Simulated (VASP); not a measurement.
Set up this calculation in VASP 6.6.1, as the native input.

* Task: relaxation of cell and atoms
* Functional: r2SCAN
* Potentials or basis: VASP PAW PBE potentials, release 64 (Si, C)
* Cutoff: 600 eV
* k mesh: 12 × 12 × 2
* Occupations: gaussian, width 0.03 eV
* Spin: no spin polarisation
* Further INCAR settings: ALGO = Normal; EDIFF = 1e-06; IBRION = 2; EDIFFG = -0.01; NSW = 90; ISIF = 3

The structure of SiC (Moissanite 6H) lies in POSCAR:

```
SiC
1.0
    3.0950000000      0.0000000000      0.0000000000
   -1.5475000000      2.6803486247      0.0000000000
    0.0000000000      0.0000000000     15.1700000000
Si C
6 6
Direct
    0.0000000000      0.0000000000      0.1250000000
    0.0000000000      0.0000000000      0.6250000000
    0.3333333333      0.6666666667      0.2917000000
    0.6666666667      0.3333333333      0.7917000000
    0.3333333333      0.6666666667      0.9583000000
    0.6666666667      0.3333333333      0.4583000000
    0.0000000000      0.0000000000      0.0000000000
    0.0000000000      0.0000000000      0.5000000000
    0.3333333333      0.6666666667      0.1667000000
    0.6666666667      0.3333333333      0.6667000000
    0.3333333333      0.6666666667      0.8333000000
    0.6666666667      0.3333333333      0.3333000000
```

One way to write it, as run:

INCAR

```
PREC = Accurate
ENCUT = 600
EDIFF = 1E-6
ISMEAR = 0
SIGMA = 0.03
LREAL = False
LASPH = True
NELM = 80
ALGO = Normal
ISIF = 3
LWAVE = False
LCHARG = False
METAGGA = R2SCAN
LMIXTAU = True
IBRION = 2
NSW = 90
EDIFFG = -0.01
KPAR = 4
```

KPOINTS

```
regular mesh
0
Gamma
  12 12 2
```

Potentials or basis: VASP PAW PBE potentials, release 64 (Si, C).

Launch:

```bash
$ cat potpaw_PBE.64/Si/POTCAR potpaw_PBE.64/C/POTCAR > POTCAR
$ mpirun -np 4 vasp_std > vasp.out
```

Results of the run:

```json
{"Relaxed volume": "10.32 Å³/atom", "Relaxed cell": "a = 3.077 Å, b = 3.077 Å, c = 15.101 Å, α = 90.00°, β = 90.00°, γ = 120.00°", "Space group after relaxing (to 0.05 Å)": "P6_3mc (No. 186)", "Energy gained by relaxing": "2.1 meV/atom", "Ionic steps": "7", "Pressure after relaxing": "-0.1 GPa", "Largest force after relaxing": "0.009 eV/Å", "Band gap on the k mesh": "2.40 eV, indirect (least direct gap 3.56 eV)"}
```

Caveat: the PAW data sets were made with another functional, which shifts forces and pressure a little.

It took 12 min on 4 MPI ranks on Intel(R) Xeon(R) 6975P-C (Granite Rapids), with other jobs on the host, peak memory 0.41 GiB a rank.
